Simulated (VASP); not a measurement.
BeTe:

```
Be Te
1.0
     0.00000    2.83146    2.83146
     2.83146    0.00000    2.83146
     2.83146    2.83146    0.00000
Be Te
1 1
Cartesian
  0.0000 0.0000 0.0000
  1.4157 1.4157 1.4157
```

The cell comes from a database or a generator and needn't be the stable form of this composition.

```yaml
Program: VASP 6.6.1
Task: relaxation of cell and atoms
Functional: LDA
Potentials_or_basis: VASP PAW LDA potentials, release 64 (Be, Te)
Cutoff: 600 eV
k_mesh: 8 × 8 × 8
Occupations: gaussian, width 0.02 eV
Spin: no spin polarisation
```

At the start: pressure -3.1 GPa; volume 22.70 Å³/atom.

How do energy, volume and symmetry change on relaxing?

Over 3 steps the energy falls by 11.9 meV/atom and the volume is 21.51 Å³/atom (-5.2 %); space group F-43m (No. 216, to 0.05 Å).

The path:
```
step  energy change (eV)  largest force (eV/Å)  pressure (GPa)  volume (Å³)
   1              0.0000                0.0000           -3.08        45.40
   2             -0.0230                0.0000            0.66        42.59
   3             -0.0239                0.0000            0.00        43.02
```

Final structure:
```yaml
crystal:
  lattice:
    - [0.00000, 2.78113, 2.78113]
    - [2.78113, 0.00000, 2.78113]
    - [2.78113, 2.78113, 0.00000]
  atoms:
    - { symbol: Be, position: [0.00000, 0.00000, 0.00000] }
    - { symbol: Te, position: [0.25000, 0.25000, 0.25000] }
```
